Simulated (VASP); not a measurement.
# Ni in VASP: work function with LDA

Aim: the work function of Ni with LDA.

Everything below comes from runs of VASP 6.6.1. Logs are shortened: lines on timing, memory, paths and dates and some standing lists are left out, and cuts for length are marked.

## (1) The structure

The cell holds a slab with vacuum, 8 atoms: a = 3.336 Å, b = 3.336 Å, c = 27.325 Å, α = 90.00°, β = 90.00°, γ = 90.00°.

The cell was built by a generator and needn't be a form met in nature.

## (2) Work function, LDA, collinear spin, ferromagnetic start

Contents of INCAR:

```
PREC = Accurate
ENCUT = 520
EDIFF = 1E-7
ISMEAR = 1
SIGMA = 0.1
LREAL = False
LASPH = True
NELM = 120
ALGO = Normal
ISIF = 2
LWAVE = False
LCHARG = True
ISPIN = 2
MAGMOM = 0.7 0.7 0.7 0.7 0.7 0.7 0.7 0.7
LORBIT = 11
LMAXMIX = 4
LDIPOL = True
IDIPOL = 3
DIPOL = 0.5 0.5 0.500
LVHAR = True
LVACPOTAV = True
KPAR = 2
```

Contents of KPOINTS:

```
regular mesh
0
Gamma
  10 10 1
```

Contents of POSCAR:

```
Ni                                      
1.0
    3.3359035100      0.0000000000      0.0000000000
    0.0000000000      3.3359035100      0.0000000000
    0.0000000000      0.0000000000     27.3251892100
  Ni            
     8
Direct
     0.0000000000000000    0.0000000000000000    0.4049077618446847
     0.5000000000000000    0.5000000000000000    0.4049077618446847
     0.5000000000000000    1.0000000000000000    0.4674788388513050
     1.0000000000000000    0.5000000000000000    0.4674788388513050
     0.0000000000000000    0.0000000000000000    0.5325211611486950
     0.5000000000000000    0.5000000000000000    0.5325211611486950
     0.5000000000000000    1.0000000000000000    0.5950922381553153
     1.0000000000000000    0.5000000000000000    0.5950922381553153
```

Potentials or basis: VASP PAW LDA potentials, release 64 (Ni).

Run with:

```console
$ cat potpaw_LDA.64/Ni/POTCAR > POTCAR
$ mpirun -np 2 vasp_std > vasp.out
```

OUTCAR:

```text
PREC = Accurate
   ENCUT = 520
   EDIFF = 1E-7
   ISMEAR = 1
   LREAL = False
   LASPH = True
   NELM = 120
   ISIF = 2
   ISPIN = 2
   LORBIT = 11

 ion  position               nearest neighbor table
   1  0.000  0.000  0.405-   2 2.36   2 2.36   2 2.36   2 2.36   4 2.39   4 2.39   3 2.39   3 2.39

   2  0.500  0.500  0.405-   1 2.36   1 2.36   1 2.36   1 2.36   3 2.39   4 2.39   4 2.39   3 2.39

   3  0.500  0.000  0.467-   4 2.36   4 2.36   4 2.36   4 2.36   2 2.39   1 2.39   1 2.39   2 2.39
                             5 2.44   6 2.44   5 2.44   6 2.44
   4  0.000  0.500  0.467-   3 2.36   3 2.36   3 2.36   3 2.36   2 2.39   2 2.39   1 2.39   1 2.39
                             5 2.44   6 2.44   6 2.44   5 2.44
   5  0.000  0.000  0.533-   6 2.36   6 2.36   6 2.36   6 2.36   8 2.39   8 2.39   7 2.39   7 2.39
                             3 2.44   4 2.44   4 2.44   3 2.44
   6  0.500  0.500  0.533-   5 2.36   5 2.36   5 2.36   5 2.36   7 2.39   8 2.39   8 2.39   7 2.39
                             4 2.44   3 2.44   4 2.44   3 2.44
   7  0.500  0.000  0.595-   8 2.36   8 2.36   8 2.36   8 2.36   6 2.39   5 2.39   5 2.39   6 2.39
[... 9 lines left out ...]
 A1 = (   3.3359035100,   0.0000000000,   0.0000000000)
 A2 = (   0.0000000000,   3.3359035100,   0.0000000000)
 A3 = (   0.0000000000,   0.0000000000,  27.3251892100)

Analysis of symmetry for initial positions (statically):
=====================================================================
 Subroutine PRICEL returns following result:

  LATTYP: Found a simple tetragonal cell.
 ALAT       =     2.3588399933
 C/A-ratio  =    11.5841639482
[... 12 lines left out ...]
 Subroutine GETGRP returns: Found 16 space group operations
 (whereof  8 operations were pure point group operations)
 out of a pool of 16 trial point group operations.

The static configuration has the point symmetry C_4v.
 The point group associated with its full space group is D_4h.

Analysis of symmetry for dynamics (positions and initial velocities):
=====================================================================
 Subroutine PRICEL returns following result:

  LATTYP: Found a simple tetragonal cell.
 ALAT       =     2.3588399933
 C/A-ratio  =    11.5841639482
[... 12 lines left out ...]
 Subroutine GETGRP returns: Found 16 space group operations
 (whereof  8 operations were pure point group operations)
 out of a pool of 16 trial point group operations.

The dynamic configuration has the point symmetry C_4v.
 The point group associated with its full space group is D_4h.

Analysis of structural, dynamic, and magnetic symmetry:
=====================================================================
 Subroutine PRICEL returns following result:

  LATTYP: Found a simple tetragonal cell.
 ALAT       =     2.3588399933
 C/A-ratio  =    11.5841639482
[... 12 lines left out ...]
 Subroutine GETGRP returns: Found 16 space group operations
 (whereof  8 operations were pure point group operations)
 out of a pool of 16 trial point group operations.

The overall configuration has the point symmetry C_4v.
 The point group associated with its full space group is D_4h.

 Subroutine INISYM returns: Found 16 space group operations
 (whereof  8 operations are pure point group operations),
 and found     2 'primitive' translations

----------------------------------------------------------------------------------------

                                     Primitive cell

  volume of cell :     152.0408

  direct lattice vectors                    reciprocal lattice vectors
     1.667951755 -1.667951755  0.000000000     0.299768862 -0.299768862  0.000000000
     1.667951755  1.667951755  0.000000000     0.299768862  0.299768862  0.000000000
     0.000000000  0.000000000 27.325189210     0.000000000  0.000000000  0.036596270

  length of vectors
     2.358839993  2.358839993 27.325189210     0.423937191  0.423937191  0.036596270

  position of ions in fractional coordinates (direct lattice)
     0.000000000  0.000000000  0.404907762
     0.500000000  0.500000000  0.467478839
     0.000000000  0.000000000  0.532521161
     0.500000000  0.500000000  0.595092238

  ion indices of the primitive-cell ions
   primitive index   ion index
                 1           1
                 2           3
                 3           5
                 4           7

[... 59 lines left out ...]
   ISTART =      0    job   : 0-new  1-cont  2-samecut
   ICHARG =      2    charge: 1-file 2-atom 10-const
   ISPIN  =      2    spin polarized calculation?
   LNONCOLLINEAR =      F non collinear calculations
   LSORBIT =      F    spin-orbit coupling
   LASPH  =      T    aspherical Exc in radial PAW
   ENCUT  =  520.0 eV  38.22 Ry    6.18 a.u.   6.20  6.20 50.81*2*pi/ulx,y,z
   NELM   =    120;   NELMIN=  2; NELMDL= -5     # of ELM steps
   EDIFF  = 0.1E-06   stopping-criterion for ELM
   LREAL  =      F    real-space projection
   EDIFFG = 0.1E-05   stopping-criterion for IOM
   NSW    =      0    number of steps for IOM
   IBRION =     -1    ionic relax: 0-MD 1-quasi-New 2-CG
   NFREE  =      0    steps in history (QN), initial steepest desc. (CG)
   ISIF   =      2    stress and relaxation
   ISYM   =      2    0-nonsym 1-usesym 2-fastsym
   POTIM  = 0.5000    time-step for ionic-motion
   TEBEG  =    0.0;   TEEND  =   0.0 temperature during run
   PSTRESS=    0.0 pullay stress
   NELECT =      80.0000    total number of electrons
   NUPDOWN=      -1.0000    fix difference up-down
   EMIN   =  10.00;   EMAX   =-10.00  energy-range for DOS
   EFERMI =   0.00;   METHOD = LEGACY
   ISMEAR =     1;   SIGMA  =   0.10  broadening in eV -4-tet -1-fermi 0-gaus
   EFERMI_NEDOS =   21; number of points for ismear=-14 and -15
   IALGO  =     38    algorithm
   IMIX   =      4    mixing-type and parameters
     AMIX     =   0.40;   BMIX     =  1.00
     AMIX_MAG =   1.60;   BMIX_MAG =  1.00
  volume/ion in A,a.u.               =      38.01       256.51
  Fermi-wavevector in a.u.,A,eV,Ry     =   1.048998  1.982319 14.971816  1.100397
  Thomas-Fermi vector in A             =   2.183943
   LORBIT       =     11    0 simple, 1 ext, 2 COOP (PROOUT), +10 PAW based schemes
   GGA     = CA    functional components
   LHFCALC =     F    Hartree Fock is set to
   AEXX    =    0.0000 exact exchange contribution
   IVDW    =     0    specifies the selected vdW correction
   LEPSILON=     F    determine dielectric tensor
   LRPA    =     F    only Hartree local field effects (RPA)
 spin polarized calculation
 Methfessel and Paxton  Order N= 1 SIGMA  =   0.10
  energy-cutoff  :      520.00
  volume of cell :      304.08
 maximum number of plane-waves:      8248
 NGX is ok and might be reduce to    28
   NGX = 13   NGY = 13   NGZ =101

 number of electron      80.0000044 magnetization       4.4542500

 dipolmoment           0.000000      0.000000     -0.000000 electrons x Angstroem

 Free energy of the ion-electron system (eV)
  ---------------------------------------------------
  ext. energy  EPLUGINS =         0.00000000
  ---------------------------------------------------
  free energy    TOTEN  =       -48.54135045 eV

  energy without entropy =      -48.53594212  energy(sigma->0) =      -48.53954767

 E-fermi :  -1.2063     XC(G=0):  -4.4420

 val. band max:       -1.2064248332   @ k =   0.4000   0.4000   0.0000
 cond. band min:      -1.2020910811   @ k =   0.5000   0.4000   0.0000
 fundamental gap:      0.0043337521
 Fermi energy:        -1.2062793327

 spin component 1

 k-point     1 :       0.0000    0.0000    0.0000
  band No.  band energies     occupation
      1     -10.3163      1.00000
      2      -8.5731      1.00000
      3      -6.6206      1.00000
      4      -6.3351      1.00000
      5      -6.1578      1.00000
      6      -6.1578      1.00000
[... 1123 lines left out ...]
     50       4.1652      0.00000
     51       4.1652      0.00000
 Fermi energy:        -1.2062793327

 spin component 2

 k-point     1 :       0.0000    0.0000    0.0000
  band No.  band energies     occupation
      1     -10.2747      1.00000
      2      -8.5216      1.00000
      3      -6.4889      1.00000
      4      -6.0558      1.00000
      5      -5.8225      1.00000
      6      -5.8225      1.00000
[... 1123 lines left out ...]
     50       4.3439      0.00000
     51       4.3439      0.00000

------------------------ aborting loop because EDIFF is reached ----------------------------------------

  FORCE on cell =-STRESS in cart. coord.  units (eV):
  Direction    XX          YY          ZZ          XY          YZ          ZX
  --------------------------------------------------------------------------------------
  -------------------------------------------------------------------------------------
  Total        0.1545279      0.1545279      0.0228191      0.0000000      0.0000000     -0.0000000
  in kB        0.8141930      0.8141930      0.1202315      0.0000000      0.0000000     -0.0000000
  external PRESSURE =       0.5828725 kB  Pullay stress =       0.0000000 kB

 VOLUME and BASIS-vectors are now :
 -----------------------------------------------------------------------------
  energy-cutoff  :      520.00
  volume of cell :      304.08
      direct lattice vectors                 reciprocal lattice vectors
     3.335903510  0.000000000  0.000000000     0.299768862  0.000000000  0.000000000
     0.000000000  3.335903510  0.000000000     0.000000000  0.299768862  0.000000000
     0.000000000  0.000000000 27.325189210     0.000000000  0.000000000  0.036596270

 POSITION                                       TOTAL-FORCE (eV/Angst)
 -----------------------------------------------------------------------------------
      0.00000      0.00000     11.06418         0.000000      0.000000     -0.007903
      1.66795      1.66795     11.06418        -0.000000      0.000000     -0.007903
      1.66795      0.00000     12.77395         0.000000      0.000000      0.012051
      0.00000      1.66795     12.77395         0.000000     -0.000000      0.012051
      0.00000      0.00000     14.55124         0.000000     -0.000000     -0.012051
      1.66795      1.66795     14.55124        -0.000000      0.000000     -0.012051
      1.66795      0.00000     16.26101         0.000000     -0.000000      0.007903
      0.00000      1.66795     16.26101        -0.000000     -0.000000      0.007903
 -----------------------------------------------------------------------------------
    total drift:                                0.000000      0.000000     -0.000000

  FREE ENERGIE OF THE ION-ELECTRON SYSTEM (eV)
  ---------------------------------------------------
  free  energy   TOTEN  =       -48.5413504514 eV

  energy  without entropy=      -48.5359421215  energy(sigma->0) =      -48.53954767

 vacuum level on the upper side and lower side of the slab         4.169         4.169

 total charge

# of ion       s       p       d       tot
------------------------------------------
    1        0.520   0.429   8.380   9.329
    2        0.520   0.429   8.380   9.329
    3        0.547   0.602   8.390   9.539
    4        0.547   0.602   8.390   9.539
    5        0.547   0.602   8.390   9.539
    6        0.547   0.602   8.390   9.539
    7        0.520   0.429   8.380   9.329
    8        0.520   0.429   8.380   9.329
--------------------------------------------------
tot          4.271   4.126  67.078  75.475

 magnetization (x)

# of ion       s       p       d       tot
------------------------------------------
    1       -0.004  -0.018   0.596   0.573
    2       -0.004  -0.018   0.596   0.573
    3       -0.007  -0.020   0.577   0.551
    4       -0.007  -0.020   0.577   0.551
    5       -0.007  -0.020   0.577   0.551
    6       -0.007  -0.020   0.577   0.551
    7       -0.004  -0.018   0.596   0.573
    8       -0.004  -0.018   0.596   0.573
--------------------------------------------------
tot         -0.045  -0.150   4.691   4.496
```

Run time: 9.1 min. Hardware: 2 MPI ranks of Intel Xeon 6975P-C (Granite Rapids), shared host; peak memory 0.6 GiB.

What came out:

```
Free energy                                           : -48.5414 eV
Largest force                                         : 0.012 eV/Å
Band gap on the k mesh                                : none (metal or under the smearing width)
Net moment                                            : 4.45 μB per cell
Site moments                                          : Ni +0.57, +0.55 μB
Valence electrons inside the program's atomic spheres : Ni 9.33, 9.54
Work function of the upper face                       : 5.38 eV
Work function of the lower face                       : 5.38 eV
```

Forces on the atoms (eV/Å):
```
Ni   0.000  0.000 -0.008
Ni   0.000  0.000 -0.008
Ni   0.000  0.000  0.012
Ni   0.000  0.000  0.012
Ni   0.000  0.000 -0.012
Ni   0.000  0.000 -0.012
Ni   0.000  0.000  0.008
Ni   0.000  0.000  0.008
```
